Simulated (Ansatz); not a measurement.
BaTe, DFT, PBE, all-electron LAPW, scalar-relativistic (Ansatz 0.2.0), run on 1 thread of Arm Neoverse V1 on a shared host.

The structure comes from a relaxation in the same program, started in the CsCl type. Whether it is a known phase or the ground state wasn't checked. The listed cell was then made from it by scaling, straining or moving an atom.

Command: `ansatz run input.yaml --threads 1 --pin off --max-ram 2048MiB --backend cpu --events-out ev --progress --plain --runs-dir out`

```yaml
crystal:
  lattice:
    - [4.3255614209, 0.0, 0.0]
    - [0.0, 4.3255614209, 0.0]
    - [0.0, 0.0, 4.3255614209]
  atoms:
    - { symbol: Ba, position: [0.0, 0.0, 0.0] }
    - { symbol: Te, position: [0.5, 0.5, 0.5] }
kpoints:
  mp_grid: { grid: [9, 9, 9] }
scf:
  occupations: { method: fermi_dirac, width: 0.05 }
hamiltonian:
  xc: pbe
  pseudopotentials: { kind: all_electron, lapw: { basis_error: 0.001 } }
output:
  forces: true
  stress: true
  eigenvalues: true
```

(1) How large is the problem that the program sets up?

(2) Estimate the wall time and the peak memory.

(3) And the same cell and mesh by PAW with the default files, asked for forces, stress, eigenvalues, efg, on the same hardware?

(4) And the same cell and mesh by crystal-made all-electron datasets, asked for forces, stress, eigenvalues, efg, on the same hardware?

Results:

(1) 35 irreducible k-points, 203 plane waves at Γ, 30 bands.

(2) 7.3 s of wall time for 8 SCF iterations, with a peak of 0.28 GiB. Times on shared machines scatter by tens of per cent.

(3) 5.1 s, peak memory 0.41 GiB.

(4) 8.9 s, peak memory 0.53 GiB.
